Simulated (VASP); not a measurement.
# PbS (Galena) (Fm-3m) in VASP: notebook

The runs below take PbS (Galena) through relaxation of the atoms, relaxation of cell and atoms, with r2SCAN, PBE+D3(BJ).

Program: VASP 6.6.1. These are calculated values, not measurements. Logs are shortened: lines on timing, memory, paths and dates and some standing lists are left out, and cuts for length are marked.

**1. The crystal as given**

The structure is cubic, space group Fm-3m (No. 225). The conventional cell has a = 5.931 Å, b = 5.931 Å, c = 5.931 Å, α = 90.00°, β = 90.00°, γ = 90.00°. Around Pb (site symmetry m-3m) lie 6 S at 2.97 Å. S (site symmetry m-3m) is surrounded by 6 Pb at 2.97 Å.

**2. Relaxation of the atoms, r2SCAN (a relaxed cell with its volume scaled by 1.06)**

Contents of INCAR:

```
PREC     = Accurate       # precision mode
ENCUT    = 600            # plane-wave cutoff, eV
EDIFF    = 1E-7           # SCF threshold, eV
ISMEAR   = 0              # smearing method
SIGMA    = 0.03           # smearing width, eV
LREAL    = F              # projectors in reciprocal space
LASPH    = T              # aspherical terms in the spheres
NELM     = 80             # most SCF steps
ALGO     = Normal         # electronic algorithm
ISIF     = 2              # what is computed and relaxed
LWAVE    = F              # write WAVECAR
LCHARG   = F              # write CHGCAR
METAGGA  = R2SCAN         # meta-GGA
LMIXTAU  = T            
IBRION   = 2              # ionic algorithm
NSW      = 40             # ionic steps
EDIFFG   = -0.01          # ionic threshold
```

Contents of KPOINTS:

```
regular mesh
0
Gamma
  8 8 8
```

Contents of POSCAR:

```
PbS                                     
1.0
    0.0000000000      3.0463064939      3.0463064939
    3.0463064939      0.0000000000      3.0463064939
    3.0463064939      3.0463064939      0.0000000000
  Pb              S             
     1     1
Direct
     0.0000000000000000    0.0000000000000000    0.0000000000000000
     0.5000000000000000    0.5000000000000000    0.5000000000000000
```

Potentials or basis: VASP PAW PBE potentials, release 64 (Pb_d, S).

Run with:

```bash
$ cat potpaw_PBE.64/Pb_d/POTCAR potpaw_PBE.64/S/POTCAR > POTCAR
$ mpirun -np 1 vasp_std > vasp.out
```

OUTCAR:

```text
PREC = Accurate
   ENCUT = 600
   EDIFF = 1E-7
   ISMEAR = 0
   LREAL = F
   LASPH = T
   NELM = 80
   ISIF = 2
   METAGGA = R2SCAN
   IBRION = 2
   NSW = 40
   EDIFFG = -0.01

 ion  position               nearest neighbor table
   1  0.000  0.000  0.000-   2 3.05   2 3.05   2 3.05   2 3.05   2 3.05   2 3.05
   2  0.500  0.500  0.500-   1 3.05   1 3.05   1 3.05   1 3.05   1 3.05   1 3.05

  LATTYP: Found a face centered cubic cell.
 ALAT       =     6.0926129878

  Lattice vectors:

 A1 = (   0.0000000000,   3.0463064939,   3.0463064939)
 A2 = (   3.0463064939,   0.0000000000,   3.0463064939)
 A3 = (   3.0463064939,   3.0463064939,   0.0000000000)

Analysis of symmetry for initial positions (statically):
=====================================================================
 Subroutine PRICEL returns:
 Original cell was already a primitive cell.

 Routine SETGRP: Setting up the symmetry group for a
 face centered cubic supercell.

 Subroutine GETGRP returns: Found 48 space group operations
 (whereof 48 operations were pure point group operations)
 out of a pool of 48 trial point group operations.

The static configuration has the point symmetry O_h .

Analysis of symmetry for dynamics (positions and initial velocities):
=====================================================================
 Subroutine PRICEL returns:
 Original cell was already a primitive cell.

 Routine SETGRP: Setting up the symmetry group for a
 face centered cubic supercell.

 Subroutine GETGRP returns: Found 48 space group operations
 (whereof 48 operations were pure point group operations)
 out of a pool of 48 trial point group operations.

The dynamic configuration has the point symmetry O_h .

 Subroutine INISYM returns: Found 48 space group operations
 (whereof 48 operations are pure point group operations),
 and found     1 'primitive' translations

----------------------------------------------------------------------------------------

                                     Primitive cell

  volume of cell :      56.5393

  direct lattice vectors                    reciprocal lattice vectors
     0.000000000  3.046306494  3.046306494    -0.164133189  0.164133189  0.164133189
     3.046306494  0.000000000  3.046306494     0.164133189 -0.164133189  0.164133189
     3.046306494  3.046306494  0.000000000     0.164133189  0.164133189 -0.164133189

  length of vectors
     4.308127959  4.308127959  4.308127959     0.284287023  0.284287023  0.284287023

  position of ions in fractional coordinates (direct lattice)
     0.000000000  0.000000000  0.000000000
     0.500000000  0.500000000  0.500000000

  ion indices of the primitive-cell ions
   primitive index   ion index
                 1           1
                 2           2

----------------------------------------------------------------------------------------

 KPOINTS: regular mesh

Automatic generation of k-mesh.
 Grid dimensions read from file:
 generate k-points for:    8    8    8

 Generating k-lattice:

  Cartesian coordinates                     Fractional coordinates (reciprocal lattice)
    -0.020516649  0.020516649  0.020516649     0.125000000  0.000000000  0.000000000
     0.020516649 -0.020516649  0.020516649     0.000000000  0.125000000  0.000000000
     0.020516649  0.020516649 -0.020516649     0.000000000  0.000000000  0.125000000

  Length of vectors
     0.035535878  0.035535878  0.035535878

  Shift w.r.t. Gamma in fractional coordinates (k-lattice)
     0.000000000  0.000000000  0.000000000

 Subroutine IBZKPT returns following result:
 ===========================================

 Found     29 irreducible k-points:

 Following reciprocal coordinates:
            Coordinates               Weight
  0.000000  0.000000  0.000000      1.000000
  0.125000  0.000000  0.000000      8.000000
  0.250000  0.000000  0.000000      8.000000
  0.375000  0.000000  0.000000      8.000000
  0.500000  0.000000  0.000000      4.000000
  0.125000  0.125000  0.000000      6.000000
[... 16 lines left out ...]
  0.500000  0.250000  0.125000     48.000000
 -0.375000  0.250000  0.125000     24.000000
 [... further k-points ...]
   k-points           NKPTS =     29   k-points in BZ     NKDIM =     29   number of bands    NBANDS=     14
   number of dos      NEDOS =    301   number of ions     NIONS =      2
   total plane-waves  NPLWV =  46656
   dimension x,y,z NGX =    36 NGY =   36 NGZ =   36
   dimension x,y,z NGXF=    72 NGYF=   72 NGZF=   72
   ions per type =               1   1
   NGX,Y,Z   is equivalent  to a cutoff of  13.89, 13.89, 13.89 a.u.
   NGXF,Y,Z  is equivalent  to a cutoff of  27.78, 27.78, 27.78 a.u.
 SYSTEM =  unknown system
   PREC   = accura    normal or accurate (medium, high low for compatibility)
   ISTART =      0    job   : 0-new  1-cont  2-samecut
   ICHARG =      2    charge: 1-file 2-atom 10-const
   ISPIN  =      1    spin polarized calculation?
   LNONCOLLINEAR =      F non collinear calculations
   LSORBIT =      F    spin-orbit coupling
   LASPH  =      T    aspherical Exc in radial PAW
   ENCUT  =  600.0 eV  44.10 Ry    6.64 a.u.   8.60  8.60  8.60*2*pi/ulx,y,z
   NELM   =     80;   NELMIN=  2; NELMDL= -5     # of ELM steps
   EDIFF  = 0.1E-06   stopping-criterion for ELM
   LREAL  =      F    real-space projection
   EDIFFG = -.1E-01   stopping-criterion for IOM
   NSW    =     40    number of steps for IOM
   IBRION =      2    ionic relax: 0-MD 1-quasi-New 2-CG
   NFREE  =      1    steps in history (QN), initial steepest desc. (CG)
   ISIF   =      2    stress and relaxation
   ISYM   =      2    0-nonsym 1-usesym 2-fastsym
   POTIM  = 0.5000    time-step for ionic-motion
   TEBEG  =    0.0;   TEEND  =   0.0 temperature during run
   PSTRESS=    0.0 pullay stress
   NELECT =      20.0000    total number of electrons
   NUPDOWN=      -1.0000    fix difference up-down
   EMIN   =  10.00;   EMAX   =-10.00  energy-range for DOS
   EFERMI =   0.00;   METHOD = LEGACY
   ISMEAR =     0;   SIGMA  =   0.03  broadening in eV -4-tet -1-fermi 0-gaus
   EFERMI_NEDOS =   21; number of points for ismear=-14 and -15
   IALGO  =     38    algorithm
   IMIX   =      4    mixing-type and parameters
     AMIX     =   0.40;   BMIX     =  1.00
     AMIX_MAG =   1.60;   BMIX_MAG =  1.00
  volume/ion in A,a.u.               =      28.27       190.77
  Fermi-wavevector in a.u.,A,eV,Ry     =   1.157803  2.187930 18.238707  1.340507
  Thomas-Fermi vector in A             =   2.294411
   LORBIT       =      0    0 simple, 1 ext, 2 COOP (PROOUT), +10 PAW based schemes
   METAGGA = R2SCAN    functional components
   LHFCALC =     F    Hartree Fock is set to
   AEXX    =    0.0000 exact exchange contribution
   IVDW    =     0    specifies the selected vdW correction
   LEPSILON=     F    determine dielectric tensor
   LRPA    =     F    only Hartree local field effects (RPA)
 conjugate gradient relaxation of ions
 non-spin polarized calculation
 Gauss-broadening in eV      SIGMA  =   0.03
  energy-cutoff  :      600.00
  volume of cell :       56.54
 maximum number of plane-waves:      1917
 NGX is ok and might be reduce to    36
   NGX = 17   NGY = 17   NGZ = 17

 number of electron      20.0000000 magnetization

 Free energy of the ion-electron system (eV)
  ---------------------------------------------------
  ext. energy  EPLUGINS =         0.00000000
  ---------------------------------------------------
  free energy    TOTEN  =       -65.58169486 eV

  energy without entropy =      -65.58169486  energy(sigma->0) =      -65.58169486

 E-fermi :   4.7573     XC(G=0):  -9.8540

 val. band max:        4.5926865667   @ k =   0.5000   0.0000   0.0000
 cond. band min:       5.4881858412   @ k =   0.5000   0.0000   0.0000
 fundamental gap:      0.8954992745
 Fermi energy:         4.7572663800

 k-point     1 :       0.0000    0.0000    0.0000
  band No.  band energies     occupation
      1     -12.6696      2.00000
      2     -12.6696      2.00000
      3     -12.6696      2.00000
      4     -12.6512      2.00000
      5     -12.6512      2.00000
      6      -8.8255      2.00000
      7      -1.5876      2.00000
      8       2.7479      2.00000
      9       2.7479      2.00000
     10       2.7479      2.00000
     11       9.9832      0.00000
     12       9.9832      0.00000
     13       9.9832      0.00000
     14      12.0045      0.00000

 k-point     2 :       0.1250    0.0000    0.0000
  band No.  band energies     occupation
      1     -12.6689      2.00000
      2     -12.6670      2.00000
      3     -12.6670      2.00000
      4     -12.6523      2.00000
      5     -12.6523      2.00000
      6      -8.7067      2.00000
      7      -1.9627      2.00000
      8       2.7853      2.00000
      9       2.7853      2.00000
     10       3.0262      2.00000
     11       8.8788      0.00000
     12       9.3058      0.00000
     13       9.3058      0.00000
     14      11.8704      0.00000

 k-point     3 :       0.2500    0.0000    0.0000
  band No.  band energies     occupation
      1     -12.6685      2.00000
      2     -12.6685      2.00000
      3     -12.6675      2.00000
      4     -12.6471      2.00000
      5     -12.6471      2.00000
      6      -8.3817      2.00000
      7      -2.7960      2.00000
      8       2.8903      2.00000
      9       2.8903      2.00000
     10       3.6072      2.00000
     11       7.3119      0.00000
     12       8.1923      0.00000
     13       8.1923      0.00000
     14      12.0125      0.00000

 k-point     4 :       0.3750    0.0000    0.0000
  band No.  band energies     occupation
      1     -12.6750      2.00000
      2     -12.6750      2.00000
      3     -12.6664      2.00000
      4     -12.6368      2.00000
      5     -12.6368      2.00000
      6      -7.9742      2.00000
      7      -3.6197      2.00000
      8       3.0231      2.00000
      9       3.0231      2.00000
     10       4.2033      2.00000
     11       6.0935      0.00000
     12       7.3417      0.00000
     13       7.3417      0.00000
     14      12.8286      0.00000

 k-point     5 :       0.5000    0.0000    0.0000
  band No.  band energies     occupation
      1     -12.6780      2.00000
      2     -12.6780      2.00000
      3     -12.6659      2.00000
      4     -12.6322      2.00000
      5     -12.6322      2.00000
      6      -7.7647      2.00000
      7      -3.9840      2.00000
      8       3.0894      2.00000
      9       3.0894      2.00000
     10       4.5927      2.00000
     11       5.4882      0.00000
[... 276 lines left out ...]
 k-point    22 :       0.3750    0.2500    0.1250
  band No.  band energies     occupation
      1     -12.6864      2.00000
      2     -12.6718      2.00000
      3     -12.6584      2.00000
      4     -12.6485      2.00000
      5     -12.6388      2.00000
      6      -8.1103      2.00000
      7      -2.9714      2.00000
      8       1.8938      2.00000
      9       2.6980      2.00000
     10       3.4989      2.00000
     11       6.9794      0.00000
     12       8.3167      0.00000
     13       9.2338      0.00000
     14      11.4228      0.00000

 k-point    23 :       0.5000    0.2500    0.1250
  band No.  band energies     occupation
      1     -12.6977      2.00000
      2     -12.6664      2.00000
      3     -12.6608      2.00000
      4     -12.6440      2.00000
      5     -12.6352      2.00000
      6      -7.7572      2.00000
      7      -3.4351      2.00000
      8       1.5976      2.00000
      9       2.3096      2.00000
     10       3.6022      2.00000
     11       6.8570      0.00000
     12       8.1075      0.00000
     13       9.0701      0.00000
     14      12.1578      0.00000

 k-point    24 :      -0.3750    0.2500    0.1250
  band No.  band energies     occupation
      1     -12.7019      2.00000
      2     -12.6665      2.00000
      3     -12.6557      2.00000
      4     -12.6477      2.00000
      5     -12.6323      2.00000
      6      -7.5856      2.00000
      7      -3.6553      2.00000
      8       1.5979      2.00000
      9       1.9691      2.00000
     10       3.7597      2.00000
     11       6.6093      0.00000
     12       8.3405      0.00000
     13       8.9048      0.00000
     14      13.1012      0.00000

 [... further k-points ...]

------------------------ aborting loop because EDIFF is reached ----------------------------------------

  FORCE on cell =-STRESS in cart. coord.  units (eV):
  Direction    XX          YY          ZZ          XY          YZ          ZX
  --------------------------------------------------------------------------------------
  -------------------------------------------------------------------------------------
  Total       -1.0515888     -1.0515888     -1.0515888      0.0000000      0.0000000      0.0000000
  in kB      -29.7992787    -29.7992787    -29.7992787      0.0000000      0.0000000      0.0000000
  external PRESSURE =     -29.7992787 kB  Pullay stress =       0.0000000 kB

 VOLUME and BASIS-vectors are now :
 -----------------------------------------------------------------------------
  energy-cutoff  :      600.00
  volume of cell :       56.54
      direct lattice vectors                 reciprocal lattice vectors
     0.000000000  3.046306494  3.046306494    -0.164133189  0.164133189  0.164133189
     3.046306494  0.000000000  3.046306494     0.164133189 -0.164133189  0.164133189
     3.046306494  3.046306494  0.000000000     0.164133189  0.164133189 -0.164133189

 POSITION                                       TOTAL-FORCE (eV/Angst)
 -----------------------------------------------------------------------------------
      0.00000      0.00000      0.00000         0.000000     -0.000000      0.000000
      3.04631      3.04631      3.04631        -0.000000      0.000000     -0.000000
 -----------------------------------------------------------------------------------
    total drift:                                0.000000      0.000000      0.000000

  FREE ENERGIE OF THE ION-ELECTRON SYSTEM (eV)
  ---------------------------------------------------
  free  energy   TOTEN  =       -65.5816948601 eV

  energy  without entropy=      -65.5816948601  energy(sigma->0) =      -65.58169486

 reached required accuracy - stopping structural energy minimisation
```

It took 63 s on 1 thread of Intel Xeon 6975P-C (Granite Rapids), shared host; peak memory 0.23 GiB.

What came out:

```
Free energy             : -65.5817 eV
Pressure after relaxing : -3.0 GPa
Band gap on the k mesh  : 0.90 eV, direct
```

Final structure:
```cif
data_structure
_symmetry_space_group_name_H-M 'P 1'
_symmetry_Int_Tables_number 1
_cell_length_a 4.3081
_cell_length_b 4.3081
_cell_length_c 4.3081
_cell_angle_alpha 60.000
_cell_angle_beta 60.000
_cell_angle_gamma 60.000
_cell_volume 56.54
loop_
_atom_site_label
_atom_site_type_symbol
_atom_site_fract_x
_atom_site_fract_y
_atom_site_fract_z
_atom_site_occupancy
Pb1 Pb 0.00000 0.00000 0.00000 1
S1 S 0.50000 0.50000 0.50000 1
```

Caveat: the relaxation stopped at its first step, so nothing moved; the PAW data sets were made with another functional, which shifts forces and pressure a little; spin-orbit coupling is left out, which as a rule narrows the gap of such compounds by several tenths of an eV. A k mesh can miss the band edges.

(Continued in part 2 of 2.)
